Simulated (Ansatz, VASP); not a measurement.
InSb3: VASP beside Ansatz

```
In Sb
1.0
     0.00000    3.89316    3.89316
     3.89316    0.00000    3.89316
     3.89316    3.89316    0.00000
In Sb
1 3
Direct
  0.00000 0.00000 0.00000
  0.25000 0.25000 0.25000
  0.75000 0.75000 0.75000
  0.50000 0.50000 0.50000
```

The cell comes from a database or a generator and needn't be the stable form of this composition.

Alike in both runs: task single point; functional PBEsol; dispersion D4; k mesh 4 × 4 × 4; occupations fermi-dirac, width 0.05 eV; no spin polarisation.

|  | VASP | Ansatz |
| --- | --- | --- |
| version | VASP 6.6.1 | Ansatz 0.2.0 |
| potentials or method | VASP PAW PBE potentials, release 64 (In_d, Sb) | plane waves, PAW |
| plane-wave cutoff (eV) | 520 | 500 |
| valence electrons in the cell | 28 | 58 |

```tsv
	VASP	Ansatz	Ansatz less VASP
pressure (GPa)	-8.2	-8.2	+0.03
dispersion energy (meV/atom)	-267.9	-268.1	-0.21
```

The two sets of potentials don't hold the same shells in valence.

Caveats: the PAW data sets were made with another functional, which shifts forces and pressure a little (VASP); pairwise dispersion overbinds metals, which lowers pressure and volume. The runs have no spin-orbit coupling, so splittings on Sb are missing.
